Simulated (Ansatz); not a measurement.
# K: the cost of one run

Computed with Ansatz 0.2.0 (DFT PBE, scalar-relativistic, plane waves, PAW, unless a step's input says otherwise).

## (1) The starting structure

Symmetry: I4_1/amd, No. 141, tetragonal system. Conventional cell: a = 4.416 Å, b = 4.416 Å, c = 16.092 Å, α = 90.00°, β = 90.00°, γ = 90.00°. K (site symmetry -4m2) has 4 K at 4.42 Å as nearest neighbours.

Coordinates:

```
K
1.0
     0.00000   -4.41622    0.00000
     4.41622    0.00000    0.00000
    -2.20811    2.20811    8.04587
K
2
Direct
  0.25000 0.75000 0.50000
  0.50000 0.50000 0.00000
```

The structure comes from the Materials Project (structure only).

## (2) Ground state at the listed geometry

input.yaml

```yaml
crystal:
  lattice:
    - [0.0, -4.4162180942, 0.0]
    - [4.4162180942, 0.0, 0.0]
    - [-2.2081090471, 2.2081090471, 8.0458679461]
  atoms:
    - { symbol: K, position: [0.25, 0.75, 0.5] }
    - { symbol: K, position: [0.5, 0.5, 0.0] }
basis:
  ecutwfc: 420
  fft_grid_basis: typed
kpoints:
  mp_grid: { grid: [8, 8, 8] }
hamiltonian:
  xc: pbe
  pseudopotentials: { kind: paw }
scf:
  occupations: { method: gaussian, width: 0.05 }
output:
  forces: true
  stress: true
  eigenvalues: true
  bader: true
  write_density: true
  volumetric_format: npy
  elf: true
```

Command:

```bash
ansatz run input.yaml --threads 1 --pin off --max-ram 2560MiB --backend cpu --events-out ev --progress --plain --runs-dir out
```

Q: Estimate wall time and peak memory on 1 thread of Arm Neoverse N1, shared host.

About 25 s, with a peak of 0.4 GiB.
